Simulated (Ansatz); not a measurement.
# Rb: biaxial strain in the a-b plane

A series on Rb: biaxial strain in the a-b plane, -6 to +4 %; the length and tilt of c and the atoms relax. Wanted: energy, stress and any gap along the series.

Program: Ansatz 0.2.0. Level of theory: DFT PBE, scalar-relativistic, plane waves, PAW. These are calculated values, not measurements.

2 further runs of the same task are left out: 2 set aside as unsound or not needed.

## 1. The structure to begin with

It takes space group Cmcm (No. 63, orthorhombic). The conventional cell has a = 5.027 Å, b = 8.806 Å, c = 8.210 Å, α = 90.00°, β = 90.00°, γ = 90.00°.

Structure file:

```
Rb
1.0
     5.02699    0.00000    0.00000
     0.00000    8.80564    0.00000
     0.00000    0.00000    8.20951
Rb
4
Direct
  0.00000 0.16334 0.25000
  0.50000 0.33666 0.75000
  0.50000 0.66334 0.25000
  0.00000 0.83666 0.75000
```

It goes back to an entry of the Materials Project, which need not be the stable form.

The unstrained cell was computed beforehand with the same settings: E(σ→0) = -13069.3996 eV for 4 atoms, gap none (metal).

## 2. At -2.0 %

Contents of input.yaml:

```yaml
crystal:
  lattice:
    - [4.9264497526, 0.0, 0.0]
    - [0.0, 8.6295276996, 0.0]
    - [0.0, 0.0, 8.3080271463]
  atoms:
    - { symbol: Rb, position: [0.0, 0.1633368639, 0.25] }
    - { symbol: Rb, position: [0.5, 0.3366631361, 0.75] }
    - { symbol: Rb, position: [0.5, 0.6633368639, 0.25] }
    - { symbol: Rb, position: [0.0, 0.8366631361, 0.75] }
basis:
  ecutwfc: 420
kpoints:
  mp_grid: { grid: [8, 6, 6] }
hamiltonian:
  xc: pbe
scf:
  occupations: { method: gaussian, width: 0.1 }
output:
  forces: true
  stress: true
  eigenvalues: true
relax:
  adjacent_minimum: "off"
  f_tol: 0.008
  max_steps: 40
  cell: { stress_tol: 0.015, fix: [a, b, gamma] }
```

Started as:

```console
ansatz run input.yaml --threads 1 --pin off --max-ram 1331MiB --backend cpu --events-out ev --progress --plain --runs-dir out
```

The session goes on with these runs: At +2.0 %; the cell strained by -4.0 %; strain +4.0 %; strain -6.0 %.

**Question.** What will these runs give? Wanted: (1/V) d²E/dε² at zero strain, cubic fit; strain of the free axis c per applied strain.

The runs gave:

| quantity | value |
| --- | --- |
| largest energy cost | 16.0 meV/atom at -6.0 % |
| (1/V) d²E/dε² at zero strain, cubic fit | 12 GPa |
| strain of the free axis c per applied strain | -0.60 |

**Reading.** From the curvature follows twice the biaxial modulus: 12 GPa. The free axis c moves against the applied strain (factor -0.60).
